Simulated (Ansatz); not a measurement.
# Ge: what a guessed cell relaxes into, part 2 of 2

Where does this trial cell of Ge go when cell and atoms are let free?

Ansatz 0.2.0; DFT PBE, scalar-relativistic, plane waves, PAW.

## Step 4: Relaxation on the finer mesh

The end of the coarse run is made exact in the group found at a tolerance of 0.06 Å and reduced to its primitive cell.

File input.yaml:

```yaml
crystal:
  lattice:
    - [3.956966873, 0.0, 0.0]
    - [-1.9784834365, 3.426833834, 0.0]
    - [0.0, 0.0, 6.6834215173]
  atoms:
    - { symbol: Ge, position: [0.0, 0.0, 0.8142924038] }
    - { symbol: Ge, position: [0.0, 0.0, 0.1857075962] }
    - { symbol: Ge, position: [0.3333333333, 0.6666666667, 0.6593038689] }
    - { symbol: Ge, position: [0.6666666667, 0.3333333333, 0.3406961311] }
basis:
  ecutwfc: 420
kpoints:
  mp_grid: { grid: [12, 12, 8] }
hamiltonian:
  xc: pbe
scf:
  occupations: { method: gaussian, width: 0.1 }
output:
  forces: true
  stress: true
  eigenvalues: true
  write_density: true
  write_potential: true
  elf: true
  volumetric_format: npy
relax:
  adjacent_minimum: "off"
  f_tol: 0.01
  max_steps: 80
  cell: { stress_tol: 0.05 }
```

On the command line:

```sh
$ ansatz run input.yaml --threads 1 --pin off --max-ram 2560MiB --backend cpu --events-out ev --progress --plain --runs-dir out
```

The program printed:

```text
Warning: RAYON_NUM_THREADS=1 ignored (pool sized by the plan → 1); use --threads N
Engine: ansatz 0.2.0, x86_64-unknown-linux-gnu
Pseudopotentials: kind: paw
Pseudopotential: Ge, paw, valence charge 14, recommended cutoff 420 eV (normal), Ge.paw.azcp
Functional definition: PBE
  parameter kappa = 0.804
  parameter beta = 0.06672455060314922
  exchange = pbe_x(kappa = kappa, mu = beta*pi^2/3)
  correlation = pbe_c(beta = beta)
Crystal: 4 atoms, lattice volume = 90.626 Å³
Basis set: ecut = 420 eV, 1763 PW (Γ), exchange–correlation on 54×54×90 points (8 copies of the dense FFT grid, shifted against one another)
Bands: 34, of which v1, the nominal top of the filled ones, is band 28 counted from 1 (27 counted from 0)
Symmetry: 12 space group operations
Space group: P-3m1 (ITA 164), of the structure as read, at distance tolerance 4.5e-5 Å
k-points: 131 of 1152
Non-local potential: Ge, projectors of the file, l = 0: 2, l = 1: 2, l = 2: 3, l = 3: 1
PAW form: soft (Blöchl's): semilocal exchange-correlation on the pseudo side does not see the compensation charge
PAW one-centre angular grid: Ge, 590 points (default); XC on 64 Gauss nodes
Initial density: superposition of atomic densities (neutral atoms: chi_scale 0, normalization atom), corrected by the library's trained network
Initial wavefunctions: pseudopotential atomic-orbital guess
Functional: x = pbe(κ = 0.804, μ = 0.2195149727645171), c = pbe(β = 0.06672455060314922)
SCF iter   1: F=—  HF=-17178.959195 eV  |F-HF|=—  |Δ(HF+E_count)|=         —  Δρ=2.38e-3  dr2=6.44e-3  ethr=1.77e-3  ⟨swp⟩=5.7  Hψ=16943  notcnv=0  defer=8
preconditioner: auto → LDOS  [metal: Δε(μ)=0.024 eV  Ē_g=22.292 eV  σ=0.100 eV  W_gap=0.13  n_scr=22 (ndim 8)  ℏωp=29.2 eV  f_vac=0.036  D(μ)=1.65/eV (n_scr^D=2)  β→1.0]
SCF iter   2: F=—  HF=-17178.957954 eV  |F-HF|=—  |Δ(HF+E_count)|=   1.24e-3  Δρ=1.43e-3  dr2=2.71e-3  ethr=1.15e-5  ⟨swp⟩=2.0  Hψ=9169  notcnv=0  defer=8
SCF iter   3: F=—  HF=-17178.956817 eV  |F-HF|=—  |Δ(HF+E_count)|=   1.14e-3  Δρ=3.40e-4  dr2=9.73e-5  ethr=4.84e-6  ⟨swp⟩=2.0  Hψ=7956  notcnv=0  defer=8
SCF iter   4: F=—  HF=-17178.956771 eV  |F-HF|=—  |Δ(HF+E_count)|=   4.57e-5  Δρ=9.62e-5  dr2=1.41e-5  ethr=1.74e-7  ⟨swp⟩=2.0  Hψ=7953  notcnv=0  defer=8
SCF iter   5: F=—  HF=-17178.956634 eV  |F-HF|=—  |Δ(HF+E_count)|=   1.37e-4  Δρ=3.02e-5  dr2=5.15e-7  ethr=2.52e-8  ⟨swp⟩=2.0  Hψ=7939  notcnv=0  defer=8
SCF iter   6: F=-17178.956635 eV  HF=-17178.956635 eV  |F-HF|=5.50e-9  |Δ(HF+E_count)|=   3.14e-7  Δρ=4.80e-6  dr2=3.02e-8  ethr=1.79e-10  ⟨swp⟩=11.3  Hψ=32831  notcnv=0
SCF 1 converged in 6 iterations: F = -17178.956635 eV  dr2 = 3.02e-8
relax step   1: F+E_penalty+E_count = -17178.95663454 eV  Δ(F+E_penalty+E_count) = +0.000e0 eV  max|allowed force component| = 2.684e-2 eV/Å  Δτ_max = 0.0000 Å  P = +0.217 GPa  Ω = 90.626 Å³  (6 SCF iters, dr2 threshold 1.00e-7 eV, accepted)
Crystal: 4 atoms, lattice volume = 91.512 Å³
Basis set: ecut = 420 eV, 1787 PW (Γ), exchange–correlation on 54×54×90 points (8 copies of the dense FFT grid, shifted against one another)
Initial density: handed on by an earlier stage of this run
Initial wavefunctions: those handed on with the density
iter 1 solved again at ethr=2.14e-6 eV; its pass at ethr=3.10e-3 eV (dr2=1.20e-3 eV) is discarded
SCF iter   1: F=—  HF=-17178.957233 eV  |F-HF|=—  |Δ(HF+E_count)|=         —  Δρ=1.01e-3  dr2=1.08e-3  ethr=2.14e-6  ⟨swp⟩=2.0  Hψ=20799  notcnv=0
preconditioner: auto → LDOS  [metal: Δε(μ)=0.004 eV  Ē_g=22.292 eV  σ=0.100 eV  W_gap=0.02  n_scr=22 (ndim 8)  ℏωp=29.0 eV  f_vac=0.031  D(μ)=1.68/eV (n_scr^D=2)  β→1.0]
SCF iter   2: F=—  HF=-17178.957139 eV  |F-HF|=—  |Δ(HF+E_count)|=   9.35e-5  Δρ=2.84e-4  dr2=1.67e-4  ethr=1.94e-6  ⟨swp⟩=3.0  Hψ=8192  notcnv=0
SCF iter   3: F=—  HF=-17178.957111 eV  |F-HF|=—  |Δ(HF+E_count)|=   2.80e-5  Δρ=9.46e-5  dr2=2.76e-5  ethr=2.99e-7  ⟨swp⟩=3.0  Hψ=8251  notcnv=0
SCF iter   4: F=—  HF=-17178.956988 eV  |F-HF|=—  |Δ(HF+E_count)|=   1.24e-4  Δρ=2.57e-5  dr2=1.96e-6  ethr=4.93e-8  ⟨swp⟩=2.5  Hψ=6453  notcnv=0
SCF iter   5: F=-17178.956987 eV  HF=-17178.956987 eV  |F-HF|=1.14e-7  |Δ(HF+E_count)|=   3.11e-7  Δρ=8.45e-6  dr2=4.55e-8  ethr=2.87e-10  ⟨swp⟩=6.1  Hψ=29808  notcnv=0
SCF 2 converged in 5 iterations: F = -17178.956987 eV  dr2 = 4.55e-8
relax step   2: F+E_penalty+E_count = -17178.95698724 eV  Δ(F+E_penalty+E_count) = -3.527e-4 eV  max|allowed force component| = 5.533e-2 eV/Å  Δτ_max = 0.0205 Å  P = -0.121 GPa  Ω = 91.512 Å³  energy of the carried Pulay correction = -1.392e-4 eV  (5 SCF iters, dr2 threshold 1.61e-7 eV, accepted)
Crystal: 4 atoms, lattice volume = 91.322 Å³
Basis set: ecut = 420 eV, 1775 PW (Γ), exchange–correlation on 54×54×90 points (8 copies of the dense FFT grid, shifted against one another)
iter 1 solved again at ethr=2.48e-7 eV; its pass at ethr=3.10e-3 eV (dr2=1.39e-4 eV) is discarded
SCF iter   1: F=—  HF=-17178.957708 eV  |F-HF|=—  |Δ(HF+E_count)|=         —  Δρ=3.92e-4  dr2=1.39e-4  ethr=2.48e-7  ⟨swp⟩=2.0  Hψ=20817  notcnv=0
preconditioner: auto → LDOS  [metal: Δε(μ)=0.007 eV  Ē_g=22.296 eV  σ=0.100 eV  W_gap=0.04  n_scr=22 (ndim 8)  ℏωp=29.1 eV  f_vac=0.031  D(μ)=1.69/eV (n_scr^D=8)  β→1.0]
SCF iter   2: F=—  HF=-17178.957570 eV  |F-HF|=—  |Δ(HF+E_count)|=   1.38e-4  Δρ=8.31e-5  dr2=1.38e-5  ethr=2.48e-7  ⟨swp⟩=2.3  Hψ=6134  notcnv=0
SCF iter   3: F=—  HF=-17178.957569 eV  |F-HF|=—  |Δ(HF+E_count)|=   1.32e-6  Δρ=3.65e-5  dr2=3.89e-6  ethr=2.46e-8  ⟨swp⟩=2.2  Hψ=8166  notcnv=0
SCF iter   4: F=—  HF=-17178.957568 eV  |F-HF|=—  |Δ(HF+E_count)|=   7.96e-7  Δρ=1.23e-5  dr2=4.31e-7  ethr=6.95e-9  ⟨swp⟩=2.0  Hψ=4933  notcnv=0
SCF iter   5: F=-17178.957568 eV  HF=-17178.957568 eV  |F-HF|=2.41e-8  |Δ(HF+E_count)|=   8.07e-8  Δρ=3.39e-6  dr2=1.70e-8  ethr=3.42e-10  ⟨swp⟩=8.5  Hψ=25404  notcnv=0
SCF 3 converged in 5 iterations: F = -17178.957568 eV  dr2 = 1.70e-8
relax step   3: F+E_penalty+E_count = -17178.95756762 eV  Δ(F+E_penalty+E_count) = -5.804e-4 eV  max|allowed force component| = 3.090e-2 eV/Å  Δτ_max = 0.0057 Å  P = -0.046 GPa  Ω = 91.322 Å³  energy of the carried Pulay correction = -1.095e-4 eV  (5 SCF iters, dr2 threshold 1.91e-7 eV, accepted)
Crystal: 4 atoms, lattice volume = 91.312 Å³
iter 1 solved again at ethr=4.15e-9 eV; its pass at ethr=3.10e-3 eV (dr2=2.32e-6 eV) is discarded
SCF iter   1: F=—  HF=-17178.957735 eV  |F-HF|=—  |Δ(HF+E_count)|=         —  Δρ=6.01e-5  dr2=2.24e-6  ethr=4.15e-9  ⟨swp⟩=2.0  Hψ=20194  notcnv=0
preconditioner: auto → LDOS  [metal: Δε(μ)=0.003 eV  Ē_g=22.297 eV  σ=0.100 eV  W_gap=0.01  n_scr=22 (ndim 8)  ℏωp=29.1 eV  f_vac=0.032  D(μ)=1.69/eV (n_scr^D=8)  β→1.0]
SCF iter   2: F=—  HF=-17178.957607 eV  |F-HF|=—  |Δ(HF+E_count)|=   1.28e-4  Δρ=1.50e-5  dr2=3.31e-7  ethr=4.01e-9  ⟨swp⟩=2.6  Hψ=8116  notcnv=0
SCF iter   3: F=-17178.957607 eV  HF=-17178.957607 eV  |F-HF|=5.76e-8  |Δ(HF+E_count)|=   6.93e-8  Δρ=5.79e-6  dr2=5.66e-8  ethr=1.07e-10  ⟨swp⟩=9.0  Hψ=33801  notcnv=0
SCF 4 converged in 3 iterations: F = -17178.957607 eV  dr2 = 5.66e-8
relax step   4: F+E_penalty+E_count = -17178.95760666 eV  Δ(F+E_penalty+E_count) = -3.903e-5 eV  max|allowed force component| = 2.403e-2 eV/Å  Δτ_max = 0.0008 Å  P = -0.033 GPa  Ω = 91.312 Å³  energy of the carried Pulay correction = -1.080e-4 eV  (3 SCF iters, dr2 threshold 5.97e-8 eV, accepted)
Crystal: 4 atoms, lattice volume = 91.333 Å³
iter 1 solved again at ethr=4.69e-8 eV; its pass at ethr=3.10e-3 eV (dr2=2.63e-5 eV) is discarded
SCF iter   1: F=—  HF=-17178.957810 eV  |F-HF|=—  |Δ(HF+E_count)|=         —  Δρ=2.13e-4  dr2=2.73e-5  ethr=4.69e-8  ⟨swp⟩=2.0  Hψ=17578  notcnv=0
preconditioner: auto → LDOS  [metal: Δε(μ)=0.008 eV  Ē_g=22.298 eV  σ=0.100 eV  W_gap=0.05  n_scr=22 (ndim 8)  ℏωp=29.1 eV  f_vac=0.032  D(μ)=1.70/eV (n_scr^D=8)  β→1.0]
SCF iter   2: F=—  HF=-17178.957682 eV  |F-HF|=—  |Δ(HF+E_count)|=   1.28e-4  Δρ=6.82e-5  dr2=5.40e-6  ethr=4.69e-8  ⟨swp⟩=2.3  Hψ=7659  notcnv=0
SCF iter   3: F=—  HF=-17178.957681 eV  |F-HF|=—  |Δ(HF+E_count)|=   1.50e-6  Δρ=1.71e-5  dr2=3.77e-7  ethr=9.65e-9  ⟨swp⟩=2.0  Hψ=8106  notcnv=0
SCF iter   4: F=-17178.957680 eV  HF=-17178.957680 eV  |F-HF|=1.78e-8  |Δ(HF+E_count)|=   1.22e-7  Δρ=4.35e-6  dr2=1.95e-8  ethr=6.44e-11  ⟨swp⟩=6.0  Hψ=28529  notcnv=0
SCF 5 converged in 4 iterations: F = -17178.957680 eV  dr2 = 1.95e-8
relax step   5: F+E_penalty+E_count = -17178.95768046 eV  Δ(F+E_penalty+E_count) = -7.381e-5 eV  max|allowed force component| = 2.615e-4 eV/Å  Δτ_max = 0.0034 Å  P = -0.001 GPa  Ω = 91.333 Å³  energy of the carried Pulay correction = -1.112e-4 eV  (4 SCF iters, dr2 threshold 3.61e-8 eV, accepted)
Initial wavefunctions: pseudopotential atomic-orbital guess (no wavefunctions were taken with the density)
iter 1 solved again at ethr=2.13e-7 eV; its pass at ethr=3.10e-3 eV (dr2=1.19e-4 eV) is discarded
SCF iter   1: F=—  HF=-17178.955761 eV  |F-HF|=—  |Δ(HF+E_count)|=         —  Δρ=3.79e-4  dr2=3.02e-6  ethr=2.13e-7  ⟨swp⟩=2.1  Hψ=26139  notcnv=0
SCF iter   2: F=—  HF=-17178.957791 eV  |F-HF|=—  |Δ(HF+E_count)|=   2.03e-3  Δρ=1.11e-5  dr2=2.97e-7  ethr=5.40e-9  ⟨swp⟩=2.0  Hψ=5648  notcnv=0
SCF iter   3: F=—  HF=-17178.957791 eV  |F-HF|=—  |Δ(HF+E_count)|=  3.46e-10  Δρ=6.23e-6  dr2=3.87e-8  ethr=5.30e-10  ⟨swp⟩=2.0  Hψ=8122  notcnv=0
SCF iter   4: F=—  HF=-17178.957791 eV  |F-HF|=—  |Δ(HF+E_count)|=   2.25e-8  Δρ=2.53e-6  dr2=5.62e-9  ethr=6.91e-11  ⟨swp⟩=2.0  Hψ=8123  notcnv=0
SCF iter   5: F=—  HF=-17178.957791 eV  |F-HF|=—  |Δ(HF+E_count)|=  4.98e-10  Δρ=9.32e-7  dr2=2.13e-9  ethr=1.00e-11  ⟨swp⟩=2.0  Hψ=8119  notcnv=0
SCF iter   6: F=—  HF=-17178.957791 eV  |F-HF|=—  |Δ(HF+E_count)|=  3.82e-10  Δρ=1.86e-7  dr2=5.02e-11  ethr=3.80e-12  ⟨swp⟩=2.0  Hψ=5447  notcnv=0
SCF iter   7: F=-17178.957791 eV  HF=-17178.957791 eV  |F-HF|=0.00e0  |Δ(HF+E_count)|=  7.28e-12  Δρ=3.45e-8  dr2=1.35e-12  ethr=1.00e-12  ⟨swp⟩=5.1  Hψ=18485  notcnv=0
SCF 6 converged in 7 iterations: F = -17178.957791 eV  dr2 = 1.35e-12
relax step   6: F+E_penalty+E_count = -17178.95779057 eV  Δ(F+E_penalty+E_count) = -1.101e-4 eV  max|allowed force component| = 2.476e-4 eV/Å  Δτ_max = 0.0000 Å  P = -0.001 GPa  Ω = 91.333 Å³  stress off target by 1.60e-3 GPa  SCF on the basis re-selected at this cell (its energy is not comparable with the rows above)  (7 SCF iters)
basis re-selected at this cell: Δ(F+E_penalty+E_count) = -1.101e-4 eV, ΔP = +0.000 GPa vs the last step (what re-selecting the basis moved, of the pressure what is left beyond the Pulay correction that the steps carried, after the strain that the cell walked since its last selection, with what the two solves' SCF thresholds leave and, on support functions, any second-order correction that the steps lacked; it is no measure of the basis error at this ecutwfc). This SCF's stress stands 1.60e-3 GPa from its target on what of the cell is left free (relax.cell.stress_tol is 5.00e-2 GPa) and its largest allowed force component is 2.48e-4 eV/Å (relax.f_tol is 1.00e-2 eV/Å): within both
SCF converged after 7 iterations
Free energy (F): -17178.957791 eV
Harris-Foulkes:  -17178.957791 eV  (|F-HF|=0.00e0)
Internal energy: -17178.949311 eV  (E = F + TS)
E sigma→0 (E₀):  -17178.953551 eV
Entropy (-TS):   -0.008480 eV (-2.120 meV/atom)
Fermi energy:    7.909318 eV
--- Per-component energies (eV) ---
  E_band       = -603.464094
  E_kinetic    = 441.713982
  E_local      = -9704.681347  (includes V_loc(G=0)·N_el)
  E_nonlocal   = 1668.949706
  E_hartree    = 4244.526874
  E_xc         = -300.745407
  E_vxc        = -256.218732  (∫ρ·V_xc dr)
  E_paw        = -8074.341692  (= ΣΔE_a)
  E_vpaw       = -1242.282695  (= ΣTr[D̂ρ^β])
  E_aug_tail   = 0.001243  (compensation charges beyond the density's cutoff)
  E_ewald      = -5454.372669
  E_smearing   = -0.008480  (= −TS)
  E_closure    = 0.000000  (closes the sum)
  Σ components = -17178.957791   (vs F -17178.957791, Δ=0.00e0)
--- Forces (eV/Å), atoms counted from 1 ---
  atom   1  Ge    -0.00000000    -0.00000000     0.00024764
  atom   2  Ge     0.00000000     0.00000000    -0.00024764
  atom   3  Ge    -0.00000000     0.00000000     0.00024617
  atom   4  Ge     0.00000000    -0.00000000    -0.00024617
  max |Σ_I F_I| component: 4.63e-17 eV/Å
--- Stress (GPa, compression-positive) ---
        0.000037      -0.000000      -0.000000
       -0.000000       0.000037      -0.000000
       -0.000000      -0.000000      -0.001604
  P = ⅓ Tr σ = -0.0005 GPa (-0.005 kbar)
--- Band table (eV; the first three rows and the last of 131) ---
  k-point 0: bands = ["-16.4329", "-16.4329", "-16.4308", "-16.4308", "-16.4122", "-16.3641", "-16.3641", "-16.3381", "-16.3381", "-16.3225", "-16.3005", "-16.2161", "-16.2161", "-16.2026", "-16.2026", "-16.2006", "-16.1624", "-16.1624", "-16.1554", "-16.1554", "-4.0488", "-2.1296", "0.9436", "7.2641", "7.7111", "7.7111", "8.2522", "8.2522", "8.5416", "9.2260", "11.5010", "11.6320", "11.6320", "12.3379"]
  k-point 1: bands = ["-16.4376", "-16.4376", "-16.4256", "-16.4256", "-16.4121", "-16.3637", "-16.3637", "-16.3393", "-16.3393", "-16.3218", "-16.3012", "-16.2154", "-16.2154", "-16.2023", "-16.2023", "-16.2007", "-16.1667", "-16.1667", "-16.1519", "-16.1519", "-4.0043", "-2.2740", "1.1757", "6.6974", "7.7145", "7.7145", "8.2707", "8.2707", "8.9125", "9.2586", "11.4145", "11.4145", "11.5163", "12.5118"]
  k-point 2: bands = ["-16.4419", "-16.4419", "-16.4198", "-16.4198", "-16.4119", "-16.3625", "-16.3625", "-16.3425", "-16.3425", "-16.3199", "-16.3031", "-16.2136", "-16.2136", "-16.2013", "-16.2013", "-16.2010", "-16.1734", "-16.1734", "-16.1475", "-16.1475", "-3.8718", "-2.6092", "1.7709", "5.7031", "7.7227", "7.7227", "8.3186", "8.3186", "9.2792", "9.3945", "11.0679", "11.0679", "11.5410", "12.7334"]
  k-point 130: bands = ["-16.4353", "-16.4353", "-16.4344", "-16.3783", "-16.3783", "-16.3626", "-16.2961", "-16.2961", "-16.2828", "-16.2815", "-16.2815", "-16.2735", "-16.2731", "-16.2731", "-16.2598", "-16.2178", "-16.2178", "-16.1646", "-16.1395", "-16.1395", "-0.9886", "-0.0781", "-0.0781", "0.4023", "4.0319", "4.0319", "6.3745", "8.4173", "8.4173", "9.0824", "11.3975", "11.3975", "14.5447", "15.1808"]
--- Relaxed structure (5 steps of the walk, 5 accepted, 1 SCFs on fresh bases) ---
  F+E_penalty+E_count = -17178.95779057 eV   max|allowed force component| = 2.476e-4 eV/Å   (the final SCF, on the basis selected at the relaxed cell)
  cell:  # Å, volume = 91.3329 Å³
    - [3.973495941501748, 1.719242445114442e-32, -5.281357233350264e-19]
    - [-1.986747970750874, 3.441148427174879, 2.6406786166751104e-19]
    - [-8.920351801406419e-19, -6.113359747152645e-33, 6.679607700089583]
  atoms:
    - { symbol: Ge, position: [3.2507009879671705e-20, -1.4612374273185337e-33, 0.8137723460052543] }
    - { symbol: Ge, position: [-3.250700987967121e-20, 1.7235108117090404e-33, 0.1862276539947457] }
    - { symbol: Ge, position: [0.3333333333333333, 0.6666666666666667, 0.6624315044375284] }
    - { symbol: Ge, position: [0.6666666666666666, 0.3333333333333333, 0.337568495562472] }
```

Wall time 5.2 min (1 thread of Intel Xeon at 2.50GHz (Skylake/Cascade Lake), shared host); peak memory 0.58 GiB.

Step by step:

| step | energy from step 1 (eV/cell) | largest force component (eV/Å) | pressure (GPa) | volume (Å³) |
| --- | --- | --- | --- | --- |
| 1 | 0.0000 | 0.0268 | 0.22 | 90.63 |
| 2 | -0.0004 | 0.0553 | -0.12 | 91.51 |
| 3 | -0.0009 | 0.0309 | -0.05 | 91.32 |
| 4 | -0.0010 | 0.0240 | -0.03 | 91.31 |
| 5 | -0.0010 | 0.0003 | 0.00 | 91.33 |
| 6 | -0.0012 | 0.0002 | 0.00 | 91.33 |

Step 1 is the start. Step 6 repeats the geometry before it on a plane-wave basis chosen anew for that cell, so its energy need not be comparable with the rows above.

|  | before | after | change |
| --- | --- | --- | --- |
| a (Å) | 3.957 | 3.973 | +0.4 % |
| b (Å) | 3.957 | 3.973 | +0.4 % |
| c (Å) | 6.683 | 6.680 | -0.1 % |
| volume (Å³/atom) | 22.66 | 22.83 | +0.8 % |
| shortest distance (Å) | 2.482 | 2.488 | +0.2 % |
| space group (0.01 Å) | P-3m1 | P-3m1 | same |

The run keeps the 12 symmetry operations of the start, so it could not have lowered the symmetry.

Density in a lattice plane of the grid's cell (edges 3.97 and 6.68 Å, at 0.000 of the third edge), which holds Ge.

Values in e/Å³, 12 rows by 8 columns:
```
 1.39  0.66  0.21  0.08  0.04  0.08  0.21  0.66
44.42  5.14  0.41  0.15  0.08  0.15  0.41  5.14
10.30  1.90  0.38  0.22  0.18  0.22  0.38  1.90
 0.39  0.29  0.22  0.22  0.24  0.22  0.22  0.29
 0.05  0.08  0.11  0.15  0.19  0.16  0.11  0.08
 0.08  0.05  0.07  0.12  0.15  0.12  0.07  0.05
 0.05  0.08  0.11  0.16  0.19  0.15  0.11  0.08
 0.39  0.29  0.22  0.22  0.24  0.22  0.22  0.29
10.30  1.90  0.38  0.22  0.18  0.22  0.38  1.90
44.42  5.14  0.41  0.15  0.08  0.15  0.41  5.14
 1.39  0.66  0.21  0.08  0.04  0.08  0.21  0.66
 0.50  0.32  0.14  0.05  0.03  0.05  0.14  0.32
```
Columns run along the first of these edges and rows up along the second, over one cell in 8 and 12 even steps from the bottom left corner. Atoms in the plane (fractional): Ge at (0.00, 0.81), Ge at (1.00, 0.19).

ELF in the same plane.

Values, 12 rows by 8 columns:
```
0.32 0.40 0.45 0.23 0.08 0.23 0.45 0.40
0.05 0.15 0.44 0.43 0.25 0.43 0.44 0.15
0.08 0.28 0.54 0.54 0.41 0.54 0.54 0.28
0.36 0.41 0.53 0.48 0.41 0.48 0.53 0.41
0.15 0.17 0.25 0.40 0.43 0.39 0.25 0.17
0.03 0.04 0.13 0.29 0.37 0.29 0.13 0.04
0.15 0.17 0.25 0.39 0.43 0.40 0.25 0.17
0.36 0.41 0.53 0.48 0.41 0.48 0.53 0.41
0.08 0.28 0.54 0.54 0.41 0.54 0.54 0.28
0.05 0.15 0.44 0.43 0.25 0.43 0.44 0.15
0.32 0.40 0.45 0.23 0.08 0.23 0.45 0.40
0.71 0.66 0.42 0.12 0.04 0.12 0.42 0.66
```
Columns run along the first of these edges and rows up along the second, over one cell in 8 and 12 even steps from the bottom left corner. Atoms in the plane (fractional): Ge at (0.00, 0.81), Ge at (1.00, 0.19).

Both are smooth fields of the valence electrons: close to the nuclei they are not physical.

Outside the cores ELF peaks at 0.73 on the Ge–Ge line, 1.3 Å from Ge; 0.54 beside Ge, off the lines to its neighbours, 1.3 Å from Ge.

## Step 5: Summary of results

What follows sums up all 2 parts. Changes of volume or cell count from the first structure of part 1.

| quantity | value |
| --- | --- |
| symmetry at the end (tolerance 0.05 Å) | space group P-3m1 (No. 164) |
| conventional cell | a = 3.973 Å, b = 3.973 Å, c = 6.680 Å, α = 90.00°, β = 90.00°, γ = 120.00° |
| volume | 22.83 Å³/atom |
| energy over the standard state | +0.24 eV/atom |
| gap on the mesh | none (metal) |

**Reading.** The space group P-3m1 (No. 164) is kept, and the volume per atom grows by 36.2 % from the first guess. It lies above the element's standard state, so it is metastable at best. No finished test with a distortion of lower symmetry is shown, so the end may be a saddle point.
